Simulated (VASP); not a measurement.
Write the native input for VASP 6.6.1 that does the following.

* Task: relaxation of the atoms
* Functional: PBE
* Dispersion: D3(BJ)
* Potentials or basis: VASP PAW PBE potentials, release 64 (Y_sv)
* Cutoff: 520 eV
* k mesh: 11 × 11 × 1
* Occupations: methfessel-paxton, width 0.1 eV
* Spin: no spin polarisation
* Dipole correction: yes
* Atoms held fixed (from 0): [0]
* Further INCAR settings: ALGO = Normal; EDIFF = 1e-06; IBRION = 2; EDIFFG = -0.02; NSW = 90

The structure of Y lies in POSCAR:

```
Y
1.0
    3.5936872800      0.0000000000      0.0000000000
   -1.7968436400      3.1122245200      0.0000000000
    0.0000000000      0.0000000000     23.9101451400
Y
3
Selective dynamics
Direct
    0.6666670000      0.3333330000      0.3826827500  F F F
    0.3333330000      0.6666670000      0.5000000000  T T T
    0.6666670000      0.3333330000      0.6173172500  T T T
```

The cell was built by a generator and needn't be a form met in nature.

One way to write it, as run:

INCAR

```
SYSTEM = Y
PREC = Accurate
ENCUT = 520
EDIFF = 1E-6
ISMEAR = 1
SIGMA = 0.1
LREAL = .FALSE.
LASPH = .TRUE.
NELM = 120
ALGO = Normal
ISIF = 2
LWAVE = .FALSE.
LCHARG = .FALSE.
LDIPOL = .TRUE.
IDIPOL = 3
DIPOL = 0.5 0.5 0.500
GGA = PE
IVDW = 12
IBRION = 2
NSW = 90
EDIFFG = -0.02
KPAR = 2
```

KPOINTS

```
Automatic mesh
0
G
  11 11 1
  0 0 0
```

Potentials or basis: VASP PAW PBE potentials, release 64 (Y_sv).

Command:

```console
$ cat potpaw_PBE.64/Y_sv/POTCAR > POTCAR
$ mpirun -np 2 vasp_std > vasp.out
```

It gave:

```
Energy gained by relaxing  : 1.3 meV/atom
Ionic steps                : 8
Band gap on the k mesh     : none (metal or under the smearing width)
Dispersion energy per atom : -0.242 eV
```

It took 4.6 min on 2 MPI ranks on Intel(R) Xeon(R) 6975P-C (Granite Rapids) (shared host), peak memory 0.43 GiB a rank.
